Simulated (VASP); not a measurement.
**CsPbBr3 under changes of volume**

One of the cells (38.751 Å³/atom); the others are scaled copies at fixed shape and fractional positions:

```
CELL_PARAMETERS angstrom
5.78654 0.00000 0.00000
0.00000 5.78654 0.00000
0.00000 0.00000 5.78654
ATOMIC_POSITIONS crystal
Pb 0.50000 0.50000 0.50000
Cs 0.00000 0.00000 0.00000
Br 0.50000 0.50000 0.00000
Br 0.50000 0.00000 0.50000
Br 0.00000 0.50000 0.50000
```

Measurements of this composition are mostly on another form, of space group No. 62.

- Program: VASP 6.6.1
- Functional: LDA
- Potentials or basis: VASP PAW LDA potentials, release 64 (Pb_d, Cs_sv, Br)
- Cutoff: 520 eV
- k mesh: 4 × 4 × 4
- Occupations: gaussian, width 0.02 eV
- Spin: no spin polarisation

| volume (Å³/atom) | energy over the lowest point (meV/atom) | pressure (GPa) | gap on the mesh (eV) |
| --- | --- | --- | --- |
| 37.201 | 5.26 | 1.1 | 0.97 |
| 37.976 | 1.25 | 0.5 | 1.07 |
| 38.751 | 0.00 | 0.0 | 1.16 |
| 39.526 | 1.21 | -0.5 | 1.25 |
| 40.301 | ? | ? | ? |

Task: What does the run at 40.301 Å³/atom give?

Result: Energy over the lowest point 4.60 meV/atom; pressure -0.9 GPa; gap on the mesh 1.33 eV.

Worked out: A Birch-Murnaghan fit of order 2 (a polynomial in V^(-2/3)) to the other rows has its minimum at 38.75 Å³/atom with B0 = V·E''(V) = 26 GPa. It gives 4.67 meV/atom at 40.301 Å³/atom, against the run's 4.60, and -dE/dV = -0.9 GPa, against -0.9. A straight line through the other rows of the gap, of slope 4.6 eV per unit of ln V (its deformation potential), extrapolates to 1.34 eV, against the run's 1.33.

Energies are extrapolated to zero smearing.

Caveats: spin-orbit coupling is left out, which as a rule narrows the gap of such compounds by several tenths of an eV.

A mesh can miss the band edges.
